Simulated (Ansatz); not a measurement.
(012) slab cut from the bulk of PtSe2, P-3m1 (No. 164); the slab's formula is Pt5Se12:

```xyz
17
Lattice="3.7607 0.0000 0.0000 0.0000 8.1290 0.0000 0.0000 0.0000 25.9582" Properties=species:S:1:pos:R:3 pbc="T T T"
Se    1.8804    1.6284    7.5000
Se    0.0000    3.8909    8.7158
Pt    1.8804    5.5193    9.0821
Se    0.0000    7.1476    9.4485
Se    1.8804    1.2812   10.6643
Pt    0.0000    2.9096   11.0306
Se    1.8804    4.5379   11.3970
Se    0.0000    6.8005   12.6127
Pt    1.8804    0.2998   12.9791
Se    0.0000    1.9282   13.3454
Se    1.8804    4.1907   14.5612
Pt    0.0000    5.8191   14.9276
Se    1.8804    7.4475   15.2939
Se    0.0000    1.5810   16.5097
Pt    1.8804    3.2094   16.8761
Se    0.0000    4.8377   17.2424
Se    1.8804    7.1003   18.4582
```

Computed with DFT PBEsol, scalar-relativistic, plane waves, PAW in Ansatz. Plane waves to 420 eV, a k mesh through Γ of 9×5×1 on the computed 17-atom cell and Gaussian smearing (0.10 eV); no spin polarisation. A dipole correction removes the field between periodic images along c.

(1) What forces act on the atoms?

Spin–orbit coupling is left out, which can shift energies with elements as heavy as these.

Results:

(1)
```tsv
atom	Fx (eV/Å)	Fy (eV/Å)	Fz (eV/Å)
Se1	0.000	0.260	0.935
Se2	0.000	-0.262	-0.459
Pt3	0.000	0.465	0.765
Se4	0.000	-0.623	-0.601
Se5	0.000	0.220	-0.776
Pt6	0.000	0.120	0.072
Se7	0.000	-0.215	0.104
Se8	0.000	0.226	-0.054
Pt9	0.000	0.000	0.000
Se10	0.000	-0.226	0.054
Se11	0.000	0.215	-0.104
Pt12	0.000	-0.120	-0.072
Se13	0.000	-0.220	0.776
Se14	0.000	0.623	0.601
Pt15	0.000	-0.465	-0.765
Se16	0.000	0.262	0.459
Se17	0.000	-0.260	-0.935
```

Cost: 1 run of about 7.7 core-minutes, on Arm Neoverse V1 (shared hosts).